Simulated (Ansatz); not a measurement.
The system is MoS2.

```
CELL_PARAMETERS angstrom
1.58000 0.91221 6.15000
-1.58000 0.91221 6.15000
0.00000 -1.82443 6.15000
ATOMIC_POSITIONS crystal
Mo 0.00000 0.00000 0.00000
S 0.41700 0.41700 0.41700
S 0.25000 0.25000 0.25000
```

Measurements of this composition are mostly on another form, of space group No. 194.

```yaml
Program: Ansatz 0.2.0
Task: relaxation of cell and atoms
Functional: r2SCAN
Potentials_or_basis: Ansatz PAW
Cutoff: "500 eV (not typed: the program's choice for these potentials)"
k_mesh: 10 × 10 × 10
Occupations: fermi-dirac, width 0.05 eV
Spin: no spin polarisation
Hubbard_terms: Mo d U = 6 eV
```

At the start: volume 17.73 Å³/atom.

How do energy, volume and symmetry change on relaxing?

It ends after 7 steps and the volume is 19.11 Å³/atom (+7.8 %); space group R3m (No. 160, to 0.05 Å).

Step by step:
| step | energy change (eV) | largest force (eV/Å) | volume (Å³) |
| --- | --- | --- | --- |
| 1 | 0.0000 | 0.3426 | 53.18 |
| 2 | -0.0114 | 0.3567 | 58.15 |
| 3 | -0.0315 | 0.0419 | 56.86 |
| 4 | -0.0322 | 0.0032 | 56.93 |
| 5 | -0.0322 | 0.0047 | 57.16 |
| 6 | -0.0322 | 0.0012 | 57.32 |
| 7 | -0.0332 | 0.0012 | 57.32 |

Final structure:
```yaml
crystal:
  lattice:
    - [1.59925, 0.92333, 6.47006]
    - [-1.59925, 0.92333, 6.47006]
    - [0.00000, -1.84666, 6.47006]
  atoms:
    - { symbol: Mo, position: [0.00011, 0.00011, 0.00011] }
    - { symbol: S, position: [0.41315, 0.41315, 0.41315] }
    - { symbol: S, position: [0.25374, 0.25374, 0.25374] }
```

Caveat: the plane-wave basis is chosen anew once the cell has moved, so the energies of steps on either side of that aren't comparable; the PAW data sets come from PBE, with cores solved anew for the run's functional, which leaves a small shift of forces and pressure.
